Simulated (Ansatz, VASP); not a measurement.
# Two plane-wave programs on Fe

```
Fe
1.0
     2.32278    0.00000    0.00000
     0.00000    2.32278    0.00000
     0.00000    0.00000    2.32278
Fe
1
Direct
  0.00000 0.00000 0.00000
```

Alike in both runs: task single point; functional PBEsol; k mesh 16 × 16 × 16; occupations fermi-dirac, width 0.1 eV; no spin polarisation.

```csv
,VASP,Ansatz
version,VASP 6.6.1,Ansatz 0.2.0
potentials or method,"VASP PAW PBE potentials, release 64 (Fe)","plane waves (420 eV) with PAW, scalar-relativistic"
plane-wave cutoff (eV),520,420
valence electrons in the cell,8,16
```

```tsv
	VASP	Ansatz	Ansatz less VASP
pressure (GPa)	-20.7	-20.3	+0.37
```

The two sets of potentials don't hold the same shells in valence. Ansatz warned: «pseudo_functional_mismatch».

Caveats: so large a pressure means that the cell lies far from this level's equilibrium, or that cutoff or potentials fall short (VASP); the potentials were made for another functional, which shifts forces and pressure (VASP); the run has no spin polarisation, though such a crystal can be magnetic. Spin polarisation is off, so any magnetic state and its effect on volume and gap are missing.
